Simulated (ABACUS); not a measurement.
C:

```
CELL_PARAMETERS angstrom
2.52207 0.00000 0.00000
1.26103 2.18417 0.00000
1.26103 0.72806 2.05926
ATOMIC_POSITIONS crystal
C 0.75000 0.75000 0.75000
C 0.50000 0.50000 0.50000
```

This isn't the form of C at room conditions, which is graphite.

| Quantity | Value |
| --- | --- |
| Program | ABACUS 3.10.1 |
| Task | relaxation of cell and atoms |
| Functional | BLYP |
| Potentials or basis | SPMS ONCV 1.0 PBE |
| Cutoff | 1116 eV |
| Density cutoff | 4463 eV |
| Basis | plane waves |
| k mesh | 10 × 10 × 10 |
| Occupations | fermi-dirac, width 0.05 eV |
| Spin | no spin polarisation |

At the start: pressure 16.3 GPa; volume 5.67 Å³/atom.

Where does the relaxation end?

Over 6 steps the energy falls by 10.7 meV/atom and the volume is 5.89 Å³/atom (+3.8 %); space group Fd-3m (No. 227, to 0.05 Å).

The path:
```tsv
step	energy change (eV)	largest force (eV/Å)	pressure (GPa)	volume (Å³)
1	0.0000	0.0000	16.26	11.34
2	0.0112	0.0000	-17.57	12.35
3	-0.0214	0.0000	-0.15	11.78
4	-0.0214	0.0000	-0.16	11.78
5	-0.0214	0.0000	0.18	11.77
6	-0.0214	0.0000	-0.02	11.78
```

Final structure:
```
C
1.0
     2.55390    0.00000    0.00000
     1.27695    2.21174    0.00000
     1.27695    0.73725    2.08525
C
2
Direct
  0.75000 0.75000 0.75000
  0.50000 0.50000 0.50000
```

Caveat: the potentials were made for another functional, which shifts forces and pressure.
